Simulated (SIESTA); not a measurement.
Runs of SIESTA 5.4.2 on Nb. The structure is cubic, space group Im-3m (No. 229). Conventional cell: a = 3.328 Å, b = 3.328 Å, c = 3.328 Å, α = 90.00°, β = 90.00°, γ = 90.00°. Nb (site symmetry m-3m) has 8 Nb at 2.88 Å as nearest neighbours. 

| level | gap on the mesh (eV) | pressure (GPa) | relaxed volume (Å³/atom) |
| --- | --- | --- | --- |
| vdW-DF-cx | none | 0.1 | (b) |
| vdW-DF | none | 0.0 | (a) |
| optB88-vdW | none | 0.0 | 18.23 |
| vdW-DF-C09 | none | 0.0 | 17.73 |
| vdW-DF2 | none | 0.1 | 19.39 |
| VV10 | none | 0.0 | 18.60 |

Alike in all rows: task relaxation of cell and atoms; potentials or basis PseudoDojo 0.4 standard (PBE files), DZP (energy shift 0.003 Ry; two zetas on semicore shells); no spin polarisation; cell relaxed; k mesh 8 × 8 × 8; smearing fermi-dirac 0.05 eV; grid cutoff 800 Ry; energy shift 0.003 Ry.

Problem. Fill in the values left out.

Solution. (a) 18.83; (b) 17.77.

Caveats: the potentials were made for another functional, which shifts forces and pressure; the basis of atomic orbitals isn't converged, which shifts pressures, moduli and gaps; the non-local part is tabulated coarsely and may be off by about a percent (some runs).

A k mesh can miss the band edges, and the runs leave out spin-orbit coupling on Nb.

A gap of «none» marks a metal or a gap under the smearing width.

Runs at the PBE level aren't shown here.
